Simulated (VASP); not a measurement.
Input of a VASP 6.6.1 run:

INCAR

```
SYSTEM = CdS
ALGO     = Normal         ! electronic algorithm
EDIFF    = 1E-6           ! SCF threshold, eV
ENCUT    = 520            ! plane-wave cutoff, eV
GGA      = PE             ! functional
ISIF     = 2              ! what is computed and relaxed
ISMEAR   = 0              ! smearing method
LASPH    = .True.         ! aspherical terms in the spheres
LCHARG   = .False.        ! write CHGCAR
LREAL    = .False.        ! projectors in reciprocal space
LWAVE    = .False.        ! write WAVECAR
NBANDS   = 16             ! bands
NELM     = 60             ! most SCF steps
PREC     = Accurate       ! precision mode
SIGMA    = 0.03           ! smearing width, eV
```

File KPOINTS:

```
k-points
0
Gamma
  10 10 10
  0 0 0
```

POSCAR

```
CdS
1.0
    0.0000000000      2.7532440000      2.7532440000
    2.7532440000      0.0000000000      2.7532440000
    2.7532440000      2.7532440000      0.0000000000
Cd S
1 1
Direct
    0.0000000000      0.0000000000      0.0000000000
    0.4273584179      0.5000000000      0.5000000000
```

Potentials or basis: VASP PAW PBE potentials, release 64 (Cd, S).

Launch:

```bash
$ cat potpaw_PBE.64/Cd/POTCAR potpaw_PBE.64/S/POTCAR > POTCAR
$ mpirun -np 1 vasp_std > vasp.out
```

Task: What does it give for the pressure?

Result: 2.0 GPa.

Task: Estimate the band gap on the k mesh.

Result: 0.41 eV, indirect (least direct gap 1.43 eV).

Task: Estimate the largest force.

Result: 0.464 eV/Å.

Forces in eV/Å, atoms in the order of the input:
```
Cd   0.000 -0.328 -0.328
S    0.000  0.328  0.328
```

A k mesh can miss the band edges.
